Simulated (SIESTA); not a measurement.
Runs of SIESTA 5.4.2 on CO2. It takes space group Cmce (No. 64, orthorhombic). Conventional cell: a = 5.272 Å, b = 4.775 Å, c = 6.587 Å, α = 90.00°, β = 90.00°, γ = 90.00°. Around O (site symmetry m) lie 1 C at 1.17 Å. C (site symmetry 2/m) is surrounded by 2 O at 1.17 Å. The cell comes from a database or a generator and needn't be the stable form of this composition.

| task | level | potentials or basis | k mesh | gap on the mesh (eV) | pressure (GPa) | V0 of scaled cells (Å³/atom) | B0 (GPa) | largest force (eV/Å) |
| --- | --- | --- | --- | --- | --- | --- | --- | --- |
| equation of state | PBEsol | PseudoDojo 0.4 standard (PBEsol files), DZP (energy shift 0.003 Ry) | 6 × 6 × 3 | - | - | 14.55 | (b) | - |
| equation of state | LDA | PseudoDojo 0.4 standard (LDA files), DZP (energy shift 0.003 Ry) | 6 × 6 × 3 | - | - | 14.16 | 127 | - |
| band structure | LDA | PseudoDojo 0.4 standard (LDA files), DZP (energy shift 0.003 Ry) | 8 × 8 × 4 | (a) | 3.3 | - | - | (c) |
| band structure | PBEsol | PseudoDojo 0.4 standard (PBEsol files), DZP (energy shift 0.003 Ry) | 8 × 8 × 4 | 7.17 | 6.8 | - | - | 2.35 |

Alike in all rows: no spin polarisation; cell as given; smearing fermi-dirac 0.05 eV; grid cutoff 800 Ry; energy shift 0.003 Ry.

**Question.** Fill in the values left out.

**Answer.** (a) 7.05; (b) 120; (c) 1.92.

Caveats: the basis of atomic orbitals isn't converged, which shifts pressures, moduli and gaps; the cell was scaled at fixed shape and fractional positions, which overstates the stiffness of a crystal with free parameters, most of all of layers and chains (some runs); forces of over 1 eV/Å show positions far from the minimum, so gaps and moduli don't describe the material at rest (some runs).

A k mesh can miss the band edges.

Not every run made on this cell is shown here.
